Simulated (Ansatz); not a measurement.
What does this script print? It uses Ansatz 0.2.0, Python API.

Input file `ki.extxyz`:
```text
2
Lattice="4.29119666 0.0 0.0 0.0 4.29119666 0.0 0.0 0.0 4.29119666" Properties=species:S:1:pos:R:3 pbc="T T T"
K     0.00000000    0.00000000    0.00000000
I     2.14559833    2.14559833    2.14559833
```

The script, `run_fold.py`:
```python
from dataclasses import dataclass

import ansatz as az
import pandas as pd


@dataclass(frozen=True)
class Settings:
    functional: str = "pbesol"
    cutoff_ev: int = 550
    smearing: str = "fixed"
    tolerance: float = 1e-08


cfg = Settings()

system = az.Crystal.from_extxyz("ki.extxyz")

mesh = (4, 4, 4)
rows = []
for repeats in [(1, 1, 1), (2, 1, 1)]:
    model = (
        system.supercell(*repeats).calculation()
        .functional(cfg.functional)
        .basis(cfg.cutoff_ev)
        .occupations(cfg.smearing)
        .scf(tolerance=cfg.tolerance)
        .kpoints(*(k // n for k, n in zip(mesh, repeats)))
    )
    summary = model.run(threads=1).report
    n = len(summary["lattice"]["sites"])
    rows.append((repeats, n, summary["free_energy_ev"] / n, summary["fermi_energy_ev"], summary["n_kpoints"], summary["n_symmetry_ops"]))
print(pd.DataFrame(rows, columns=["repeats", "atoms", "F/atom eV", "Fermi level eV", "k-points", "symmetry operations"]).round(4).to_string(index=False))
```

Running `python run_fold.py` prints:
```text
  repeats  atoms  F/atom eV  Fermi level eV  k-points  symmetry operations
(1, 1, 1)      2 -4475.5761          3.7809        10                   48
(2, 1, 1)      4 -4475.5761          3.7809        12                   32
```

Reading the output:
- Total energies depend on the potentials; only differences at equal settings carry meaning.
- With fixed filling the reported Fermi level is the top filled level among the k-points of the SCF.
- This cell is a computed structure, which may not be the phase found in nature.
- The count of operations in a supercell holds its pure translations too, and an uneven repeat can lower the point group.
- Run time: 1.8 s on 1 thread of AMD EPYC 9R45 96-Core Processor (Zen 5), on a shared host, peak memory 0.56 GiB.

(Lines on the test bed's own set-up are left out of the output.)
